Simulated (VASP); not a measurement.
# ZrSi2: interstitial Li from one void to a neighbouring one, part 4 of 4

Aim: the barrier for one hop in ZrSi2: interstitial Li from one void to a neighbouring one. The start is a cell from a database of measured crystal structures.

VASP 6.6.1, plane waves and PAW; the level of theory is named at each step.

So far. Step 3 (Relax the start): The run ended after 12 ionic steps, 1.660 eV below its first step, once the forces on the free atoms met EDIFFG = -0.05. Step 4 (Relax the end): The run ended after 12 ionic steps, 1.625 eV below its first step, once the forces on the free atoms met EDIFFG = -0.05.

The database entry behind the starting cell differs from later determinations by our own check (a about 0.3 % long), so it need not match the best structure at ambient conditions.

**5. Nudged elastic band**

Level of this step: PBE; plane waves and PAW (Zr_sv, Si, Li) (VASP).

Images on a straight line between the ends relax across the path, while springs keep them spaced along it.

Contents of INCAR:

```
SYSTEM = LiZr12Si24
PREC = Normal
ENCUT = 280
EDIFF = 1E-05
NELM = 120
ISMEAR = 1
SIGMA = 0.15
LREAL = Auto
ALGO = Fast
GGA = PE
NBANDS = 150
LASPH = .TRUE.
LWAVE = .FALSE.
LCHARG = .FALSE.
NCORE = 2
IMAGES = 3
SPRING = -5
IBRION = 1
POTIM = 0.3
NSW = 60
EDIFFG = -0.05
ISYM = 0
ISIF = 0
```

Contents of POSCAR:

```
LiZr12Si24
1.0
    1.8614085290      7.3892376652      3.6633991849
    1.8614085290     -7.3892376652      3.6633991849
   11.1684511740      0.0000000000      0.0000000000
Zr Si Li
12 24 1
Direct
    0.5177592758      0.7291421347      0.1252710225
    0.5181445565      0.7293370381      0.4589242205
    0.0186761724      0.2285896763      0.2918243384
    0.5188573412      0.7290431515      0.7928899913
    0.0186450280      0.2298906334      0.6257168517
    0.0184986341      0.2297602152      0.9593633693
    0.9815627280      0.7658904048      0.0424038400
    0.9760618103      0.7694608590      0.3781023967
    0.4755783052      0.2665667620      0.2113220640
    0.9783682602      0.7718643232      0.7066529623
    0.4781881169      0.2696487960      0.5423731463
    0.4810244937      0.2721283473      0.8733040369
    0.8460544113      0.3522955182      0.1351555904
    0.8727365347      0.3726455187      0.4602386583
    0.3744385813      0.8737818333      0.2940625779
    0.8740470838      0.3737068056      0.7905387601
    0.3752567193      0.8753153012      0.6244707287
    0.3945798443      0.9015828344      0.9490717193
    0.6225626920      0.1247121345      0.0421908074
    0.6228205350      0.1244663454      0.3782204237
    0.1186968324      0.6270006824      0.2253102629
    0.6237208778      0.1254446681      0.7064522229
    0.1230381862      0.6252641923      0.5423126344
    0.1205685590      0.6291041445      0.8596139847
    0.1763825170      0.0589033056      0.1272972636
    0.1758957873      0.0722371468      0.4592997627
    0.6776171671      0.5710208447      0.2919429848
    0.1764643979      0.0704338663      0.7928218674
    0.6755744614      0.5720549576      0.6253716158
    0.6882929354      0.5712009352      0.9575031653
    0.3368784729      0.4105446811      0.0423923478
    0.3203218797      0.4283536169      0.3757533013
    0.8207966431      0.9269127167      0.2078809399
    0.3195334366      0.4278117684      0.7088550365
    0.8190571539      0.9289800120      0.5423676370
    0.8205003947      0.9268594950      0.8767189443
    0.1873837835      0.5605642413      0.0423665035
```

Contents of KPOINTS:

```
Automatic mesh
0
Gamma
3 3 2
0 0 0
```

Contents of 00/POSCAR:

```
LiZr12Si24
1.0
    1.8614085290      7.3892376652      3.6633991849
    1.8614085290     -7.3892376652      3.6633991849
   11.1684511740      0.0000000000      0.0000000000
Zr Si Li
12 24 1
Direct
    0.5177592758      0.7291421347      0.1252710225
    0.5181445565      0.7293370381      0.4589242205
    0.0186761724      0.2285896763      0.2918243384
    0.5188573412      0.7290431515      0.7928899913
    0.0186450280      0.2298906334      0.6257168517
    0.0184986341      0.2297602152      0.9593633693
    0.9815627280      0.7658904048      0.0424038400
    0.9760618103      0.7694608590      0.3781023967
    0.4755783052      0.2665667620      0.2113220640
    0.9783682602      0.7718643232      0.7066529623
    0.4781881169      0.2696487960      0.5423731463
    0.4810244937      0.2721283473      0.8733040369
    0.8460544113      0.3522955182      0.1351555904
    0.8727365347      0.3726455187      0.4602386583
    0.3744385813      0.8737818333      0.2940625779
    0.8740470838      0.3737068056      0.7905387601
    0.3752567193      0.8753153012      0.6244707287
    0.3945798443      0.9015828344      0.9490717193
    0.6225626920      0.1247121345      0.0421908074
    0.6228205350      0.1244663454      0.3782204237
    0.1186968324      0.6270006824      0.2253102629
    0.6237208778      0.1254446681      0.7064522229
    0.1230381862      0.6252641923      0.5423126344
    0.1205685590      0.6291041445      0.8596139847
    0.1763825170      0.0589033056      0.1272972636
    0.1758957873      0.0722371468      0.4592997627
    0.6776171671      0.5710208447      0.2919429848
    0.1764643979      0.0704338663      0.7928218674
    0.6755744614      0.5720549576      0.6253716158
    0.6882929354      0.5712009352      0.9575031653
    0.3368784729      0.4105446811      0.0423923478
    0.3203218797      0.4283536169      0.3757533013
    0.8207966431      0.9269127167      0.2078809399
    0.3195334366      0.4278117684      0.7088550365
    0.8190571539      0.9289800120      0.5423676370
    0.8205003947      0.9268594950      0.8767189443
    0.1873837835      0.5605642413      0.0423665035
```

Contents of 01/POSCAR:

```
LiZr12Si24
1.0
    1.8614085290      7.3892376652      3.6633991849
    1.8614085290     -7.3892376652      3.6633991849
   11.1684511740      0.0000000000      0.0000000000
Zr Si Li
12 24 1
Direct
    0.5191168705      0.7299528485      0.1246264590
    0.5179936068      0.7286951623      0.4593632466
    0.0183000712      0.2297165358      0.2917735984
    0.5192455625      0.7290797711      0.7925515384
    0.0190032369      0.2291794568      0.6261412827
    0.0194977540      0.2296761471      0.9584900922
    0.9811803314      0.7669655373      0.0423521638
    0.9771026384      0.7694099037      0.3772332641
    0.4769069355      0.2673788722      0.2106824183
    0.9787387694      0.7711424818      0.7070544722
    0.4785552824      0.2696869970      0.5420585392
    0.4808683985      0.2714776821      0.8737455228
    0.8545295112      0.3572157294      0.1285465335
    0.8739949260      0.3719078394      0.4638230379
    0.3748640673      0.8739033312      0.2935054544
    0.8744140511      0.3737385917      0.7908171797
    0.3751116515      0.8748105311      0.6252544443
    0.3899204121      0.8947862976      0.9507377147
    0.6229651282      0.1248268243      0.0416215418
    0.6181128390      0.1177078048      0.3799127277
    0.1271870859      0.6318971382      0.2186831365
    0.6235542417      0.1249435724      0.7072341407
    0.1234071500      0.6252796429      0.5425843284
    0.1218993384      0.6283908843      0.8631382328
    0.1767637278      0.0621939286      0.1269911870
    0.1764625482      0.0722143034      0.4587926886
    0.6736958026      0.5753763133      0.2918597421
    0.1772241844      0.0702529076      0.7925202651
    0.6763917620      0.5718185004      0.6253025009
    0.6858098738      0.5710455786      0.9576908384
    0.3329507514      0.4149201837      0.0422947254
    0.3178452513      0.4282206567      0.3759611736
    0.8211845950      0.9301867832      0.2076066913
    0.3203384820      0.4275009953      0.7087956822
    0.8198667975      0.9288737946      0.5420488110
    0.8210439977      0.9268101277      0.8761993533
    0.0933980057      0.5300251468      0.1046872671
```

Contents of 02/POSCAR:

```
LiZr12Si24
1.0
    1.8614085290      7.3892376652      3.6633991849
    1.8614085290     -7.3892376652      3.6633991849
   11.1684511740      0.0000000000      0.0000000000
Zr Si Li
12 24 1
Direct
    0.5204744652      0.7307635623      0.1239818954
    0.5178426570      0.7280532865      0.4598022726
    0.0179239700      0.2308433952      0.2917228584
    0.5196337837      0.7291163906      0.7922130855
    0.0193614458      0.2284682802      0.6265657137
    0.0204968738      0.2295920790      0.9576168150
    0.9807979348      0.7680406698      0.0423004876
    0.9781434666      0.7693589484      0.3763641315
    0.4782355658      0.2681909825      0.2100427726
    0.9791092786      0.7704206405      0.7074559821
    0.4789224478      0.2697251980      0.5417439321
    0.4807123034      0.2708270170      0.8741870088
    0.8630046110      0.3621359407      0.1219374766
    0.8752533174      0.3711701600      0.4674074174
    0.3752895532      0.8740248292      0.2929483308
    0.8747810184      0.3737703778      0.7910955994
    0.3749665837      0.8743057610      0.6260381598
    0.3852609798      0.8879897608      0.9524037101
    0.6233675645      0.1249415141      0.0410522761
    0.6134051431      0.1109492642      0.3816050317
    0.1356773394      0.6367935940      0.2120560101
    0.6233876056      0.1244424768      0.7080160585
    0.1237761137      0.6252950936      0.5428560224
    0.1232301179      0.6276776241      0.8666624809
    0.1771449386      0.0654845515      0.1266851104
    0.1770293092      0.0721914600      0.4582856146
    0.6697744382      0.5797317818      0.2917764994
    0.1779839709      0.0700719489      0.7922186627
    0.6772090626      0.5715820431      0.6252333860
    0.6833268123      0.5708902220      0.9578785115
    0.3290230300      0.4192956863      0.0421971031
    0.3153686229      0.4280876965      0.3761690459
    0.8215725468      0.9334608497      0.2073324426
    0.3211435274      0.4271902222      0.7087363280
    0.8206764410      0.9287675772      0.5417299851
    0.8215876006      0.9267607604      0.8756797624
   -0.0005877721      0.4994860523      0.1670080307
```

Contents of 03/POSCAR:

```
LiZr12Si24
1.0
    1.8614085290      7.3892376652      3.6633991849
    1.8614085290     -7.3892376652      3.6633991849
   11.1684511740      0.0000000000      0.0000000000
Zr Si Li
12 24 1
Direct
    0.5218320598      0.7315742761      0.1233373319
    0.5176917073      0.7274114107      0.4602412987
    0.0175478687      0.2319702547      0.2916721185
    0.5200220049      0.7291530102      0.7918746326
    0.0197196547      0.2277571035      0.6269901447
    0.0214959936      0.2295080109      0.9567435379
    0.9804155382      0.7691158022      0.0422488114
    0.9791842948      0.7693079931      0.3754949988
    0.4795641961      0.2690030928      0.2094031270
    0.9794797879      0.7696987991      0.7078574921
    0.4792896133      0.2697633989      0.5414293250
    0.4805562082      0.2701763518      0.8746284947
    0.8714797109      0.3670561519      0.1153284198
    0.8765117087      0.3704324806      0.4709917970
    0.3757150392      0.8741463272      0.2923912073
    0.8751479857      0.3738021638      0.7913740190
    0.3748215159      0.8738009909      0.6268218754
    0.3806015476      0.8811932239      0.9540697055
    0.6237700007      0.1250562039      0.0404830104
    0.6086974472      0.1041907235      0.3832973357
    0.1441675928      0.6416900497      0.2054288837
    0.6232209694      0.1239413812      0.7087979764
    0.1241450774      0.6253105442      0.5431277164
    0.1245608974      0.6269643640      0.8701867290
    0.1775261494      0.0687751744      0.1263790338
    0.1775960702      0.0721686167      0.4577785405
    0.6658530738      0.5840872504      0.2916932568
    0.1787437574      0.0698909902      0.7919170604
    0.6780263631      0.5713455858      0.6251642710
    0.6808437508      0.5707348653      0.9580661846
    0.3250953085      0.4236711889      0.0420994808
    0.3128919945      0.4279547363      0.3763769182
    0.8219604987      0.9367349162      0.2070581940
    0.3219485728      0.4268794490      0.7086769738
    0.8214860846      0.9286613598      0.5414111592
    0.8221312036      0.9267113930      0.8751601714
   -0.0945735500      0.4689469578      0.2293287944
```

Contents of 04/POSCAR:

```
LiZr12Si24
1.0
    1.8614085290      7.3892376652      3.6633991849
    1.8614085290     -7.3892376652      3.6633991849
   11.1684511740      0.0000000000      0.0000000000
Zr Si Li
12 24 1
Direct
    0.5231896545      0.7323849899      0.1226927684
    0.5175407576      0.7267695349      0.4606803248
    0.0171717675      0.2330971142      0.2916213785
    0.5204102262      0.7291896298      0.7915361797
    0.0200778636      0.2270459269      0.6274145757
    0.0224951135      0.2294239428      0.9558702608
    0.9800331416      0.7701909347      0.0421971352
    0.9802251229      0.7692570378      0.3746258662
    0.4808928264      0.2698152030      0.2087634813
    0.9798502971      0.7689769578      0.7082590020
    0.4796567788      0.2698015999      0.5411147179
    0.4804001130      0.2695256866      0.8750699806
    0.8799548108      0.3719763632      0.1087193629
    0.8777701000      0.3696948013      0.4745761766
    0.3761405252      0.8742678251      0.2918340838
    0.8755149530      0.3738339499      0.7916524386
    0.3746764481      0.8732962208      0.6276055910
    0.3759421154      0.8743966871      0.9557357009
    0.6241724369      0.1251708937      0.0399137448
    0.6039897512      0.0974321829      0.3849896397
    0.1526578463      0.6465865055      0.1988017573
    0.6230543333      0.1234402855      0.7095798942
    0.1245140412      0.6253259949      0.5433994104
    0.1258916768      0.6262511038      0.8737109771
    0.1779073602      0.0720657974      0.1260729572
    0.1781628311      0.0721457733      0.4572714664
    0.6619317093      0.5884427189      0.2916100141
    0.1795035439      0.0697100315      0.7916154580
    0.6788436637      0.5711091286      0.6250951561
    0.6783606892      0.5705795087      0.9582538577
    0.3211675870      0.4280466915      0.0420018584
    0.3104153661      0.4278217761      0.3765847905
    0.8223484506      0.9400089827      0.2067839454
    0.3227536182      0.4265686759      0.7086176195
    0.8222957282      0.9285551424      0.5410923332
    0.8226748066      0.9266620257      0.8746405804
   -0.1885593278      0.4384078633      0.2916495580
```

PAW data sets: Zr_sv, Si and Li (PBE family, release 64).

The run is started by

```bash
mpirun -np 6 vasp_std
```

The program printed:

```text
[banner, memory and clock lines left out]
running    6 mpi-ranks, on    1 nodes
 each image running on    2 cores
[...]
01/POSCAR found :  3 types and      37 ions
 LDA part: xc-table for (Slater+PW92), standard interpolation
[...]
00/POSCAR found :  3 types and      37 ions
[...]
04/POSCAR found :  3 types and      37 ions
 POSCAR, INCAR and KPOINTS ok, starting setup
[...]
entering main loop
       N       E                     dE             d eps       ncg     rms          rms(c)
DAV:   1     0.128450322172E+04    0.12845E+04   -0.81370E+04  3104   0.948E+02
DAV:   2    -0.123125973892E+03   -0.14076E+04   -0.13528E+04  3484   0.299E+02
DAV:   3    -0.250949026497E+03   -0.12782E+03   -0.12589E+03  4272   0.711E+01
DAV:   4    -0.264391050626E+03   -0.13442E+02   -0.13396E+02  4600   0.196E+01
[...]
RMM:  19    -0.252562803609E+03   -0.16806E-04   -0.21490E-04  4454   0.252E-02    0.361E-02
RMM:  20    -0.252562812280E+03   -0.86704E-05   -0.13370E-04  3881   0.202E-02    0.155E-02
RMM:  21    -0.252562818912E+03   -0.66324E-05   -0.81389E-05  2791   0.156E-02
   1 F= -.25256282E+03 E0= -.25255494E+03  d E =-.252563E+03
[... from here on, the cycles between the ionic steps are left out ...]
   2 F= -.25464156E+03 E0= -.25463275E+03  d E =-.207874E+01
[...]
WARNING in EDDRMM: call to ZHEGV failed, returncode =   6  3     59
   6 F= -.25554209E+03 E0= -.25553500E+03  d E =-.186322E-01
[...]
WARNING in EDDRMM: call to ZHEGV failed, returncode =   6  3    107
WARNING in EDDRMM: call to ZHEGV failed, returncode =   8  4    118
[...]
WARNING in EDDRMM: call to ZHEGV failed, returncode =   8  4     70
[...]
WARNING in EDDRMM: call to ZHEGV failed, returncode =   6  3     67
[...]
WARNING in EDDRMM: call to ZHEGV failed, returncode =   6  3    118
WARNING in EDDRMM: call to ZHEGV failed, returncode =   6  3    119
[...]
WARNING in EDDRMM: call to ZHEGV failed, returncode =   6  3     75
WARNING in EDDRMM: call to ZHEGV failed, returncode =   8  4     84
WARNING in EDDRMM: call to ZHEGV failed, returncode =   6  3     77
WARNING in EDDRMM: call to ZHEGV failed, returncode =   6  3     76
  11 F= -.25557949E+03 E0= -.25557256E+03  d E =-.699323E-02
[...]
WARNING in EDDRMM: call to ZHEGV failed, returncode =   6  3     73
[...]
WARNING in EDDRMM: call to ZHEGV failed, returncode =   6  3    118
[...]
WARNING in EDDRMM: call to ZHEGV failed, returncode =   6  3    108
[...]
WARNING in EDDRMM: call to ZHEGV failed, returncode =   6  3     74
WARNING in EDDRMM: call to ZHEGV failed, returncode =   6  3     85
[...]
16 F= -.25563747E+03 E0= -.25563037E+03  d E =-.122625E-01
[...]
WARNING in EDDRMM: call to ZHEGV failed, returncode =   8  4    121
[...]
WARNING in EDDRMM: call to ZHEGV failed, returncode =   6  3    109
[...]
WARNING in EDDRMM: call to ZHEGV failed, returncode =   6  3     72
[...]
WARNING in EDDRMM: call to ZHEGV failed, returncode =   6  3     76
[...]
WARNING in EDDRMM: call to ZHEGV failed, returncode =   6  3     95
  21 F= -.25568019E+03 E0= -.25567316E+03  d E =-.808086E-02
[...]
WARNING in EDDRMM: call to ZHEGV failed, returncode =   6  3     97
[...]
WARNING in EDDRMM: call to ZHEGV failed, returncode =   6  3     82
  26 F= -.25570090E+03 E0= -.25569399E+03  d E =-.104408E-01
[...]
WARNING in EDDRMM: call to ZHEGV failed, returncode =   6  3     98
[...]
WARNING in EDDRMM: call to ZHEGV failed, returncode =   8  4    105
[...]
WARNING in EDDRMM: call to ZHEGV failed, returncode =   6  3     63
  31 F= -.25567908E+03 E0= -.25567203E+03  d E =-.232262E-03
[...]
WARNING in EDDRMM: call to ZHEGV failed, returncode =   8  4    120
[...]
WARNING in EDDRMM: call to ZHEGV failed, returncode =   6  3     83
WARNING in EDDRMM: call to ZHEGV failed, returncode =   6  3     68
[...]
WARNING in EDDRMM: call to ZHEGV failed, returncode =   8  4    122
  36 F= -.25567330E+03 E0= -.25566621E+03  d E =-.126638E-02
[...]
WARNING in EDDRMM: call to ZHEGV failed, returncode =   8  4    121
[...]
WARNING in EDDRMM: call to ZHEGV failed, returncode =   6  3     60
  41 F= -.25567419E+03 E0= -.25566707E+03  d E =-.739407E-02
  46 F= -.25566597E+03 E0= -.25565881E+03  d E =-.236521E-02
[...]
WARNING in EDDRMM: call to ZHEGV failed, returncode =   8  4    119
[...]
WARNING in EDDRMM: call to ZHEGV failed, returncode =   8  4     49
[...]
WARNING in EDDRMM: call to ZHEGV failed, returncode =   6  3     78
  51 F= -.25568049E+03 E0= -.25567339E+03  d E =0.217655E-03
[...]
WARNING in EDDRMM: call to ZHEGV failed, returncode =   8  4     70
[...]
WARNING in EDDRMM: call to ZHEGV failed, returncode =   6  3     49
[...]
WARNING in EDDRMM: call to ZHEGV failed, returncode =   6  3     89
[...]
WARNING in EDDRMM: call to ZHEGV failed, returncode =   6  3    120
[...]
WARNING in EDDRMM: call to ZHEGV failed, returncode =   6  3     62
WARNING in EDDRMM: call to ZHEGV failed, returncode =   6  3    112
[...]
WARNING in EDDRMM: call to ZHEGV failed, returncode =   6  3     49
  56 F= -.25568140E+03 E0= -.25567430E+03  d E =-.268957E-02
[...]
WARNING in EDDRMM: call to ZHEGV failed, returncode =   8  4     67
[...]
WARNING in EDDRMM: call to ZHEGV failed, returncode =   6  3    116
[...]
WARNING in EDDRMM: call to ZHEGV failed, returncode =   8  4     54
WARNING in EDDRMM: call to ZHEGV failed, returncode =   8  4     64
  59 F= -.25567971E+03 E0= -.25567258E+03  d E =-.927009E-03
  60 F= -.25567863E+03 E0= -.25567151E+03  d E =0.108681E-02
 BRION: g(F)=  0.501E-02 g(S)=  0.000E+00 retain N=  4 mean eig= 5.80
 eig:   6.987  6.987  4.607  4.607
```

The job ended after 33 min (6 MPI ranks of Intel Xeon 6975P-C (Granite Rapids), shared host; peak memory 1.6 GiB).

Parts of OUTCAR (step 5):

```text
  tangential force (eV/A)        -2.183580
  left and right image   1.196888  1.194653 A

  tangential force (eV/A)        -2.184501
  left and right image   1.198118  1.195977 A

 k-point     1 :       0.0000    0.0000    0.0000
  band No.  band energies     occupation
    ...
    118       9.0626      2.00000
    119       9.3769      2.00000
    120       9.8649      2.04324
    121       9.9989      1.94481
    122      10.0957      1.15572
    123      10.6816     -0.00000
    124      10.8675     -0.00000
    125      11.1492     -0.00000
    126      11.2597     -0.00000
    127      11.3693     -0.00000
    ...

 POSITION                                       TOTAL-FORCE (eV/Angst)
 -----------------------------------------------------------------------------------
      3.76754     -1.60183      4.50682         0.042187     -0.097811     -0.028291
      7.54213     -1.59997      4.56586        -0.034451     -0.052173     -0.073410
      3.84179     -1.56853      0.85603        -0.065828     -0.139707     -0.019243
     11.22111     -1.61950      4.48185         0.042393     -0.019041      0.023611
      7.51010     -1.61421      0.87947         0.032309     -0.032742     -0.048089
     11.18372     -1.61507      0.81231         0.110598     -0.064887      0.027179
      3.74249      1.47244      6.32904         0.110462      0.130489     -0.038350
      7.58373      1.44918      6.40181        -0.024236     -0.031274     -0.091585
      3.78327      1.41645      2.66526         0.024571      0.022783     -0.056924
     11.22399      1.49522      6.34791         0.005418     -0.062216      0.001783
      7.51653      1.49997      2.73392         0.021037     -0.049524     -0.079978
     11.17882      1.47257      2.66345         0.070910     -0.019837      0.038748
      3.44357      3.54527      4.11933         0.646947     -0.052932      0.300350
      7.54585      3.63987      4.58543         0.008590     -0.040962     -0.126795
[...]
-----------------------------------------------------------------------------------
    total drift:                                0.018943      0.006803     -0.013261

  FREE ENERGIE OF THE ION-ELECTRON SYSTEM (eV)
  ---------------------------------------------------
  free  energy   TOTEN  =      -255.6786258630 eV

  energy  without entropy=     -255.6572692867  energy(sigma->0) =     -255.67150700

  tangential force (eV/A)        -2.184570
  left and right image   1.196617  1.194362 A

[... 5 parts as in an earlier step ...]

[... 10 further parts left out ...]
[key lines of the parts left out:]
E-fermi :  10.1096
```

The band used up its steps before its forces met the threshold, so no barrier is taken from it.

**6. Summary of results**

| Quantity | Value |
| --- | --- |
| result | none |

**Reading.** The session ends without its result: «nudged elastic band» used up its steps.

[Lines on the potential files, build, host, timing and source positions are cut from VASP's logs without a mark.]

[Logs are printed without paths, hosts, clocks, repeated set-up lines and the standing remarks that a program may print on its own settings, such as how far it seeks lower states.]

[Hosts, paths, dates, database ids (printed as entryN), source tags and the programs' standing remarks are cut or masked in the printed files.]

[Runs that stopped without an error message from VASP are left out.]
